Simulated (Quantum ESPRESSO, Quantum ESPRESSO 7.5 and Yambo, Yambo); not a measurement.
# BeTe (F-43m): G0W0 with and without spin-orbit coupling

Wanted: the effect of spin-orbit coupling on the quasiparticle gap of BeTe (F-43m).

Method: PBE and many-body steps on it, plane waves, in Quantum ESPRESSO 7.5 and Yambo 5.3.0.

**Experimental background.**

- Gap 2.8 eV: absolute (indirect, Gamma to X) gap, second literature value; film (quoted from earlier experiment) (quoted in “The band structure of BeTe - a combined experimental and theoretical study”, 1997, arxiv:cond-mat/9712266).

- Gap 2.7 eV: absolute (indirect, Gamma to X) gap; bulk crystal (quoted from earlier experiment) (quoted in “The band structure of BeTe - a combined experimental and theoretical study”, 1997, arxiv:cond-mat/9712266).

Report form: the programs' logs are mostly left out.

## (1) The structure

Symmetry: F-43m, No. 216, cubic system. Conventional cell: a = 5.663 Å, b = 5.663 Å, c = 5.663 Å, α = 90.00°, β = 90.00°, γ = 90.00°. Nearest to Be lie 4 Te at 2.45 Å. Nearest to Te lie 4 Be at 2.45 Å. Farther neighbours and most contacts between anions are not listed.

As a file:

```cif
data_structure
_symmetry_space_group_name_H-M 'P 1'
_symmetry_Int_Tables_number 1
_cell_length_a 4.0043
_cell_length_b 4.0043
_cell_length_c 4.0043
_cell_angle_alpha 60.000
_cell_angle_beta 60.000
_cell_angle_gamma 60.000
_cell_volume 45.40
loop_
_atom_site_label
_atom_site_type_symbol
_atom_site_fract_x
_atom_site_fract_y
_atom_site_fract_z
_atom_site_occupancy
Be1 Be 0.00000 0.00000 0.00000 1
Te2 Te 0.75000 0.75000 0.75000 1
```

The cell and positions are those that the Materials Project relaxed with its own functionals (PBE, PBE+U or r2SCAN), kept fixed. Spin-orbit coupling is left out unless a step names it.

## (2) Empty states on the mesh, 4×4×4 mesh, 180 bands

This step: Quantum ESPRESSO 7.5; DFT, PBE, plane waves, norm-conserving pseudopotentials.

The sums over transitions need many empty states on a uniform mesh; this step solves for them.

Contents of pw.in:

```
&control
  calculation = 'nscf'
  prefix = 'x'
  outdir = 'o'
  pseudo_dir = 'pseudo'
/
&system
  ibrav = 0
  nat = 2
  ntyp = 2
  ecutwfc = 88.0
  nbnd = 180
  force_symmorphic = .true.
/
&electrons
  conv_thr = 1e-9
  electron_maxstep = 80
  diago_full_acc = .true.
  diago_thr_init = 5e-6
/
ATOMIC_SPECIES
  Be 9.012 Be.upf
  Te 127.6 Te.upf
CELL_PARAMETERS angstrom
  -0.0000000000 2.8314587876 2.8314587876
  2.8314587876 0.0000000000 2.8314587876
  2.8314587876 2.8314587876 0.0000000000
ATOMIC_POSITIONS crystal
  Be 0.0000000000 0.0000000000 0.0000000000
  Te 0.7500000000 0.7500000000 0.7500000000
K_POINTS automatic
  4 4 4 0 0 0
```

Launch:

```
$ OMP_NUM_THREADS=1 mpirun -n 4 pw.x -nk 4 -in pw.in > pw.out
```

The job ended after 14 s (4 MPI ranks of Arm Neoverse V2, shared host; peak memory 0.46 GiB; 55 s of CPU time).

Numbers from this step:

```yaml
gap: 2.027 eV
k_of_the_valence_top: 0, 0, 0
k_of_the_conduction_bottom: 0, -0.5, -0.5
least_direct_gap: 3.645 eV
k_points_computed: 8
lowest_point_of_the_top_converged_band_above_the_valence_top: 120.9357 eV
```

On this mesh the gap is 2.027 eV.

The density comes from a self-consistent run that is not shown.

## (3) Conversion and set-up

This step: Yambo 5.3.0; conversion and set-up on PBE, plane waves, norm-conserving pseudopotentials.

The states are converted to the many-body program's format and the q mesh is built.

Launch:

```
$ (cd o/x.save; p2y > p2y.log; mv SAVE ../..); yambo > setup.log
```

It took 2.2 s on 1 MPI rank; peak memory 0.25 GiB.

## (4) Scalar-relativistic

G0W0 replaces the xc potential by the self-energy, built once from these orbitals. Only a window of levels is corrected, while the sums run over the empty bands that the input names.

This step: G0W0 on PBE, plane waves, norm-conserving pseudopotentials.

Contents of gw1.in:

```
HF_and_locXC
gw0
dyson
ppa
em1d
rim_cut
RandQpts= 1000000
RandGvec= 1 RL
EXXRLvcs= 88 Ry
VXCRLvcs= 352 Ry
Chimod= "HARTREE"
% BndsRnXp
 1 | 180 |
%
NGsBlkXp= 17 Ry
% LongDrXp
 1 | 1 | 1 |
%
% GbndRnge
 1 | 180 |
%
DysSolver= "n"
ExtendOut
PPAPntXp= 27.21138 eV
% QPkrange
 1 | 1 | 13 | 16 |
 7 | 7 | 13 | 16 |
%
```

Launch:

```
$ OMP_NUM_THREADS=1 mpirun -n 4 yambo -F gw1.in -J gw1 -C gw1 > gw1.log
```

The job ended after 3.6 min (4 MPI ranks; peak memory 1.8 GiB).

This step gave:

| Item | Value |
| --- | --- |
| G0W0 gap on the points computed | 2.868 eV |
| starting gap on the mesh | 2.027 eV |
| k of the valence top | 0, 0, 0 |
| k of the conduction bottom | 0, -0.5, -0.5 |
| least direct G0W0 gap on the computed points | 4.727 eV |
| Z at the valence top | 0.8047 |
| Z at the conduction bottom | 0.8172 |

The gap on the mesh goes from 2.03 eV to 2.87 eV, a correction of +0.84 eV.

## (5) Empty states on the mesh, 4×4×4 mesh, 360 bands

This step: Quantum ESPRESSO 7.5; DFT, PBE with spin-orbit coupling, plane waves, norm-conserving pseudopotentials.

Edit pw.in of step 2 so:

```diff
@@ -11,4 +11,6 @@
   ecutwfc = 88.0
-  nbnd = 180
+  nbnd = 360
   force_symmorphic = .true.
+  noncolin = .true.
+  lspinorb = .true.
 /
```

Launch:

```
$ OMP_NUM_THREADS=1 mpirun -n 4 pw.x -nk 4 -in pw.in > pw.out
```

The job ended after 74 s (4 MPI ranks; peak memory 1.3 GiB; 4.9 min of CPU time).

This step gave:

- gap: 1.734 eV
- k of the valence top: 0, 0, 0
- k of the conduction bottom: 0, -0.5, -0.5
- least direct gap: 3.320 eV
- k points computed: 8
- lowest point of the top converged band, above the valence top: 121.5123 eV

On this mesh the gap is 1.734 eV.

The density comes from a self-consistent run that is not shown, made with spin-orbit coupling and fully relativistic files.

## (6) Conversion and set-up

This step: Yambo 5.3.0; conversion and set-up on PBE with spin-orbit coupling, plane waves, norm-conserving pseudopotentials.

Launch:

```
$ (cd o/x.save; p2y > p2y.log; mv SAVE ../..); yambo > setup.log
```

It took 2.6 s on 1 MPI rank; peak memory 0.25 GiB.

## (7) With spin-orbit coupling

This step: G0W0 on PBE with spin-orbit coupling, plane waves, norm-conserving pseudopotentials.

Contents of gw4.in:

```
HF_and_locXC
gw0
dyson
ppa
em1d
rim_cut
RandQpts= 1000000
RandGvec= 1 RL
EXXRLvcs= 88 Ry
VXCRLvcs= 352 Ry
Chimod= "HARTREE"
% BndsRnXp
 1 | 360 |
%
NGsBlkXp= 17 Ry
% LongDrXp
 1 | 1 | 1 |
%
% GbndRnge
 1 | 360 |
%
DysSolver= "n"
ExtendOut
PPAPntXp= 27.21138 eV
% QPkrange
 1 | 1 | 25 | 32 |
 7 | 7 | 25 | 32 |
%
```

Launch:

```
$ OMP_NUM_THREADS=2 mpirun -n 2 yambo -F gw4.in -J gw4 -C gw4 > gw4.log
```

It took 17 min on 2 MPI ranks; peak memory 2 GiB; 60 min of CPU time.

This step gave:

```yaml
g0w0_gap_on_the_points_computed: 2.545 eV
starting_gap_on_the_mesh: 1.734 eV
k_of_the_valence_top: 0, 0, 0
k_of_the_conduction_bottom: 0, -0.5, -0.5
least_direct_g0w0_gap_on_the_computed_points: 4.364 eV
z_at_the_valence_top: 0.8059
z_at_the_conduction_bottom: 0.8168
```

Against G0W0 in Yambo (4×4×4 mesh, 180 bands, screening to 231.3 eV, Godby-Needs plasmon pole), the gap moves by −0.322 eV.

## (8) Side by side

Times are wall times on the hardware named with each run, good to a factor of about two.

| run | mesh | bands | screening cutoff (eV) | DFT gap (eV) | gap on the mesh (eV) | direct (eV) | time |
| --- | --- | --- | --- | --- | --- | --- | --- |
| scalar-relativistic | 4×4×4 | 180 | 231.3 | 2.027 | 2.868 | 4.727 | 3.6 min |
| with spin-orbit coupling | 4×4×4 | 360 | 231.3 | 1.734 | 2.545 | 4.364 | 17 min |

## (9) Results

```yaml
scalar_relativistic: 2.868 eV
with_spin_orbit_coupling: 2.545 eV
known_limits: not at the basis limit; no spin-orbit coupling in some runs; coarse k mesh
```

In words: With spin-orbit coupling: −0.322 eV against scalar-relativistic, −0.293 eV of it in the start. Against experiment, by with spin-orbit coupling: the gap of 2.55 eV lies −0.25 eV from the measured 2.8 eV (indirect, quoted 1997); the gap of 2.55 eV lies −0.15 eV from the measured 2.7 eV (indirect, quoted 1997). These are gaps on the mesh, at modest bands and cutoff. The calculation has static nuclei and no excitons; a measured gap holds zero-point and thermal motion, which mostly lowers it. Bands and cutoff are finite, so the gap is not at the basis limit. The miss can reach some tenths of an eV and take either sign; the mesh is an error of its own. In the G0W0 runs levels were corrected at 2 k points alone, so a gap called «on the mesh» is the least over those, and an edge elsewhere would be missed. The 4×4×4 mesh is coarse for this cell, which bears on the long-range parts of exchange and screening.

[Paths, hosts, dates, memory and timing lines, banners, echoed tables and standing remarks are left out of the program output.]

[Logs are printed without paths, hosts, clocks, repeated set-up lines and the standing remarks that a program may print on its own settings, such as how far it seeks lower states.]

[Runs of the session that timed out or met a known fault of the program may be left out.]

[Hosts, paths, dates, database ids (printed as entryN), source tags and the programs' standing remarks are cut or masked in the printed files.]
